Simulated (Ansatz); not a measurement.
LiF (started from an entry of an open crystallographic database) (r2SCAN geometry), in Ansatz:

```yaml
crystal:
  lattice:
    - [0.00000, 1.99487, 1.99487]
    - [1.99487, 0.00000, 1.99487]
    - [1.99487, 1.99487, 0.00000]
  atoms:
    - { symbol: Li, position: [0.00000, 0.00000, 0.00000] }
    - { symbol: F, position: [0.50000, 0.50000, 0.50000] }
```

G0W0@PBE with 87 empty bands, a screening cutoff of 180 eV and an 8×8×8 mesh (PAW, contour deformation) gives 13.667 eV over the mesh points, from a PBE gap of 9.348 eV; it sums over 92 bands with 89 plane waves in the screening and a wave cutoff of 420 eV. G0W0 here is at a finite number of bands, screening cutoff and k mesh, not at the basis limit. The values are computed, spin-unpolarised, and not measurements.

Question: Another run gave a Kohn-Sham gap of 9.348 eV and a G0W0 gap of 13.810 eV, summing over 173 bands with 169 plane waves in the screening and a wave cutoff of 420 eV. What was changed?

Answer: Empty bands 168, screening cutoff 260 eV. The counts of bands and plane waves show it.

Question: Another run gave a Kohn-Sham gap of 9.321 eV and a G0W0 gap of 13.648 eV, summing over 92 bands with 89 plane waves in the screening and a wave cutoff of 1320 eV. What was changed?

Answer: Potentials of the kind norm-conserving. The wave cutoff gives it away.

Question: Estimate the gap with empty bands 36, screening cutoff 100 eV.

Answer: 13.459 eV (-0.208 eV), from a Kohn-Sham gap of 9.348 eV.
